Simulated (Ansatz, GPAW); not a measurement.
# LiH with PBE in single-zeta orbitals from a Python script

These are simulated results from GPAW 26.7.0, not measurements. The cell was built from a prototype and was relaxed with r2SCAN in plane waves (Ansatz 0.2.0). It may be hypothetical. It is a single sheet, repeated along a and b, with vacuum along c. All runs are without spin polarisation.

In-plane lattice: a = 3.088 Å, b = 3.088 Å, γ = 120.0°; thickness between the outer nuclei 0.00 Å. Li is surrounded by 3 H at 1.78 Å; H is surrounded by 3 Li at 1.78 Å.

The basis is minimal: single zeta, one radial function for each shell that the log's basis lists. It describes the filled bands fairly and the empty ones poorly.

Input script:

```python
import json
from ase import Atoms
from gpaw import GPAW, PW, FermiDirac

atoms = Atoms(['Li', 'H'],
              cell=[[3.087582, -0.0, 0.0], [-1.543791, 2.673924, 0.0], [0.0, 0.0, 24.6]],
              scaled_positions=[[0.333333, 0.666667, 0.333333], [0.666667, 0.333333, 0.333333]],
              pbc=True)
calc = GPAW(mode='lcao', basis='sz(dzp)', h=0.2, xc='PBE', kpts={'size': (6, 6, 1), 'gamma': True},
            occupations=FermiDirac(0.02), maxiter=100, legacy_gpaw=True, txt='gpaw.txt')
atoms.calc = calc
res = {'energy': atoms.get_potential_energy(force_consistent=True)}
res['electrons'] = calc.get_number_of_electrons()
res['k'] = calc.get_ibz_k_points().tolist()
res['levels'] = [calc.get_eigenvalues(kpt=i).tolist() for i in range(len(res['k']))]
points = [[0.0, 0.0, 0.0], [0.5, 0.0, 0.0], [0.333333, 0.333333, 0.0]]
bands = calc.fixed_density(kpts=points, symmetry='off', txt='bands.txt')
res['points'] = [bands.get_eigenvalues(kpt=i).tolist() for i in range(len(points))]
json.dump(res, open('results.json', 'w'))
print('free energy (eV):', round(res['energy'], 5))
```

Command: `python run.py`. It took 2.1 s on 1 thread of Arm Neoverse V1, with other jobs on the host, peak memory 0.14 GiB.

The log gpaw.txt, trimmed of paths, versions and times, then the last line on the terminal. An iter line gives the energy in eV and the logarithms of the changes of orbitals (plane waves alone) and density (c: converged):

```
___ ___ ___ _ _ _
 |   |   |_  | | | |

 | | | | | . | | | |

 |__ |  _|___|_____|  26.7.0
 |___|_|

Input parameters:
  basis: sz(dzp)
  h: 0.2
  kpts: {gamma: True,
         size: (6, 6, 1)}
  maxiter: 100
  mode: lcao
  occupations: {fixmagmom: False,
                name: fermi-dirac,
                width: 0.02}
  xc: PBE

System changes: positions, numbers, cell, pbc, initial_charges, initial_magmoms

Initialize ...

species:
  Li:
    name:    Lithium
    Z:       3.0
    valence: 1
    core:    2
    charge:  0.0  # [|e|]
    compensation charges:
      type: gauss
      rc: 0.33  # [Å]
      lmax: 2
    cutoffs:
      filter: 1.91  # [Å]
      core: 2.55  # [Å]
    projectors
    | kind |    occ | energy [eV] | rcut [Å] |

    |------|--------|-------------|----------|

    |   2s |  1.000 |      -2.874 |    1.058 |

    |   2p |  0.000 |      -1.090 |    1.058 |

    |    s |        |      24.337 |    1.058 |

    LCAO basis set for Li:
      Name: sz(dzp)
      Number of radial functions: 1
      Number of spherical harmonics: 1
        l=0, rc=10.8906 Bohr: 2s-sz confined orbital
      Number of RI-basis functions 0

  H:
    name:    Hydrogen
    Z:       1.0
    valence: 1
    core:    0
    charge:  0.0  # [|e|]
    compensation charges:
      type: gauss
      rc: 0.15  # [Å]
      lmax: 2
    cutoffs:
      filter: 0.85  # [Å]
      core: 0.53  # [Å]
    projectors
    | kind |    occ | energy [eV] | rcut [Å] |

    |------|--------|-------------|----------|

    |   1s |  1.000 |      -6.494 |    0.476 |

    |    s |        |      20.717 |    0.476 |

    |    p |        |       0.000 |    0.476 |

    LCAO basis set for H:
      Name: sz(dzp)
      Number of radial functions: 1
      Number of spherical harmonics: 1
        l=0, rc=6.4219 Bohr: 1s-sz confined orbital
      Number of RI-basis functions 0

Reference energy: -215.277982  # eV

Spin-paired calculation

Convergence criteria:
 Maximum [total energy] change in last 3 cyles: 0.0005 eV / valence electron
 Maximum integral of absolute [dens]ity change: 0.0001 electrons / valence electron
 Maximum integral of absolute [eigenst]ate change: 4e-08 eV^2 / valence electron
 Maximum number of scf [iter]ations: 100
 (Square brackets indicate name in SCF output, whereas a 'c' in
 the SCF output indicates the quantity has converged.)

Symmetries present (total): 1

  ( 1  0  0)
  ( 0  1  0)
  ( 0  0  1)

36 k-points: 6 x 6 x 1 Monkhorst-Pack grid + [1/12,1/12,0.000000]
20 k-points in the irreducible part of the Brillouin zone
       k-points in crystal coordinates                weights
   0:     0.00000000    0.00000000    0.00000000          1/36
   1:     0.00000000    0.16666667    0.00000000          2/36
   2:     0.00000000    0.33333333    0.00000000          2/36
   3:     0.00000000    0.50000000    0.00000000          1/36
   4:     0.16666667   -0.33333333    0.00000000          2/36
   5:     0.16666667   -0.16666667    0.00000000          2/36
   6:     0.16666667    0.00000000    0.00000000          2/36
   7:     0.16666667    0.16666667    0.00000000          2/36
   8:     0.16666667    0.33333333    0.00000000          2/36
   9:     0.16666667    0.50000000    0.00000000          2/36
          ...
  19:     0.50000000    0.50000000    0.00000000          1/36

Wave functions: LCAO
  Diagonalizer: Serial LAPACK
  Atomic Correction: dense with blas
  Data-type: complex

Occupation numbers: Fermi-Dirac:
  width: 0.0200  # eV

Eigensolver
   LCAO using direct dense diagonalizer

Densities:
  Coarse grid: 12*12*124 grid
  Fine grid: 24*24*248 grid
  Total Charge: 0.000000

Density mixing:
  Method: separate
  Backend: msr1
  Linear mixing parameter: 0.05
  old densities: 10
  Width of damping distribution: 1.1
  Damping of long wavelength oscillations: 20

Hamiltonian:
  XC and Coulomb potentials evaluated on a 24*24*248 grid
  Using the PBE Exchange-Correlation functional
  Interpolation: tri-quintic (5. degree polynomial)
  Poisson solver: FastPoissonSolver using
    Stencil: 8*3+1=25 point O(h^6) finite-difference Laplacian
    FFT axes: [np.int64(0), np.int64(1), np.int64(2)]
    FST axes: []

XC parameters: PBE with 2 nearest neighbor stencil

Memory estimate:
  Process memory now: 120.50 MiB
  Calculator: 11.54 MiB
    Density: 8.41 MiB
      Arrays: 3.54 MiB
      Localized functions: 2.14 MiB
      Mixer: 2.72 MiB
    Hamiltonian: 2.48 MiB
      Arrays: 2.32 MiB
      XC: 0.00 MiB
      Poisson: 0.00 MiB
      vbar: 0.17 MiB
    Wavefunctions: 0.65 MiB
      C [qnM]: 0.00 MiB
      S, T [2 x qmm]: 0.00 MiB
      P [aqMi]: 0.00 MiB
      BasisFunctions: 0.65 MiB
      Eigensolver: 0.00 MiB

Total number of cores used: 1

Number of atoms: 2
Number of atomic orbitals: 2
Number of bands in calculation: 2
Number of valence electrons: 2
Bands to converge: occupied
Positions:
   0 Li    -0.000002    1.782617    8.199992    ( 0.0000,  0.0000,  0.0000)
   1 H      1.543793    0.891307    8.199992    ( 0.0000,  0.0000,  0.0000)

Unit cell:
           periodic     x           y           z      points  spacing
  1. axis:    yes    3.087582   -0.000000    0.000000    12     0.2228
  2. axis:    yes   -1.543791    2.673924    0.000000    12     0.2228
  3. axis:    yes    0.000000    0.000000   24.600000   124     0.1984

  Lengths:   3.087582   3.087582  24.600000
  Angles:   90.000000  90.000000 120.000004

Effective grid spacing dv^(1/3) = 0.2249

iter:   1    -5.965494        c
iter:   2    -5.854762        c -0.31
iter:   3    -5.104139        c -0.34
iter:   4    -5.103136        c -1.67
iter:   5    -5.102786        c -1.85
iter:   6    -5.102780c       c -2.75
iter:   7    -5.102780c       c -3.87
iter:   8    -5.102780c       c -5.04c

Converged after 8 iterations.

Energy contributions relative to reference atoms: (reference = -215.277982)

Kinetic:         +9.003247
Potential:       -7.964329
External:        +0.000000
XC:              -6.092575
Entropy (-ST):   -0.000000
Local:           -0.049123
SIC:             +0.000000
--------------------------
Free energy:     -5.102780
Extrapolated:    -5.102780

Showing only first 2 kpts
 Kpt  Band  Eigenvalues  Occupancy
  0     0     -6.55930    2.00000
  0     1      4.30154    0.00000

  1     0     -6.24664    2.00000
  1     1      4.17205    0.00000

Fermi level: -3.76292

Gap: 7.171 eV
Transition (v -> c):
  (s=0, k=14, n=0, [0.33, 0.33, 0.00]) -> (s=0, k=16, n=1, [0.50, 0.00, 0.00])
Direct/indirect transitions are different
Direct gap: 7.418 eV
Transition at: (s=0, k=16, n=0, [0.50, 0.00, 0.00])

free energy (eV): -5.10278
```

The gap in the log is over the mesh alone; results.json adds the listed points. PBE in single-zeta orbitals gives a gap of 7.17 eV. On the same cell, plane-wave PBE (Ansatz, 12×12×1 k points and the special points) gives a gap of 3.48 eV and r2SCAN a gap of 4.03 eV; on shared hosts these took about 3.9 and 9 core-seconds on the 2-atom cell, against 2.1 for the script. Semilocal gaps usually lie below measured ones.
